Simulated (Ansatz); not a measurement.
# Si: the cost of one run

Program: Ansatz 0.2.0. Level of theory: DFT PBE, scalar-relativistic, plane waves, PAW. These are calculated values, not measurements.

3 further runs of the same task are left out: 1 that didn't finish, 2 set aside as unsound or not needed.

### 1 The starting structure

The cell holds 24 atoms (Si24): a = 7.719 Å, b = 7.787 Å, c = 7.532 Å, α = 86.04°, β = 89.99°, γ = 90.66°.

It is the last frame of an earlier stage of the same melt, run at 2800 K.

Coordinates:

```
CELL_PARAMETERS angstrom
7.71905 -0.04436 0.00137
-0.04436 7.78227 0.26479
0.00137 0.26479 7.52763
ATOMIC_POSITIONS crystal
Si 0.92712 0.82854 0.17555
Si 0.98938 0.50223 0.95788
Si 0.14989 0.80168 0.90448
Si 0.42327 0.81851 0.11941
Si 0.03182 0.68987 0.58748
Si 0.23032 0.54687 0.11629
Si 0.32099 0.19043 0.77276
Si 0.72072 0.28049 0.16812
Si 0.29295 0.88388 0.44743
Si 0.75592 0.57817 0.51047
Si 0.60752 0.55930 0.17081
Si 0.93557 0.36555 0.50732
Si 0.35052 0.64823 0.64336
Si 0.46260 0.41393 0.90642
Si 0.20429 0.13564 0.05175
Si 0.02309 0.12439 0.80952
Si 0.70640 0.58917 0.84413
Si 0.25351 0.41970 0.39984
Si 0.75993 0.05993 0.95153
Si 0.70549 0.08796 0.44641
Si 0.42898 0.91173 0.79579
Si 0.44456 0.22409 0.24093
Si 0.06481 0.06216 0.42718
Si 0.50913 0.26502 0.54067
```

### 2 A single point on the frame at 2800 K

The electrons keep the Fermi-Dirac width of that temperature.

Input file input.yaml:

```yaml
crystal:
  lattice:
    - [7.71905, -0.04436, 0.001374]
    - [-0.04436, 7.782271, 0.26479]
    - [0.001374, 0.26479, 7.527629]
  atoms:
    - { symbol: Si, position: [0.9271196696, 0.82854444, 0.1755476545] }
    - { symbol: Si, position: [0.989377516, 0.5022261006, 0.9578770937] }
    - { symbol: Si, position: [0.1498936833, 0.8016827233, 0.9044761203] }
    - { symbol: Si, position: [0.4232674324, 0.8185114685, 0.1194136063] }
    - { symbol: Si, position: [0.0318163522, 0.6898690194, 0.5874795605] }
    - { symbol: Si, position: [0.2303188797, 0.5468742418, 0.1162916605] }
    - { symbol: Si, position: [0.3209921358, 0.1904258175, 0.7727556419] }
    - { symbol: Si, position: [0.7207212795, 0.2804946993, 0.1681193813] }
    - { symbol: Si, position: [0.2929509483, 0.8838832242, 0.4474319525] }
    - { symbol: Si, position: [0.7559169329, 0.5781727046, 0.5104688485] }
    - { symbol: Si, position: [0.6075168641, 0.5592950316, 0.1708110485] }
    - { symbol: Si, position: [0.9355732191, 0.3655481443, 0.5073184828] }
    - { symbol: Si, position: [0.3505176109, 0.6482315832, 0.6433611921] }
    - { symbol: Si, position: [0.4625997965, 0.4139311371, 0.9064221801] }
    - { symbol: Si, position: [0.2042871053, 0.1356400968, 0.0517544123] }
    - { symbol: Si, position: [0.0230868535, 0.1243927465, 0.8095247809] }
    - { symbol: Si, position: [0.7064037724, 0.5891715843, 0.8441346071] }
    - { symbol: Si, position: [0.2535052281, 0.4197049443, 0.3998422116] }
    - { symbol: Si, position: [0.7599291242, 0.0599347547, 0.9515332228] }
    - { symbol: Si, position: [0.7054949826, 0.0879605405, 0.4464053918] }
    - { symbol: Si, position: [0.4289814454, 0.9117349865, 0.7957946341] }
    - { symbol: Si, position: [0.4445639867, 0.2240867012, 0.2409265665] }
    - { symbol: Si, position: [0.0648105793, 0.0621599906, 0.4271847484] }
    - { symbol: Si, position: [0.5091330103, 0.265019545, 0.5406681951] }
basis:
  ecutwfc: 420
kpoints:
  mp_grid: { grid: [3, 3, 3] }
hamiltonian:
  xc: pbe
scf:
  occupations: { method: fermi_dirac, width: 0.2413 }
output:
  forces: true
  stress: true
  eigenvalues: true
  populations: true
  write_density: true
  write_potential: true
  elf: true
  volumetric_format: npy
```

Started as:

```console
ansatz run input.yaml --threads 2 --pin off --max-ram 5120MiB --backend cpu --events-out ev --progress --plain --runs-dir out
```

What time and memory should one allow on 2 threads of Intel Xeon 6975P-C (Granite Rapids), shared host?

About 17 s, with a peak of 0.94 GiB.
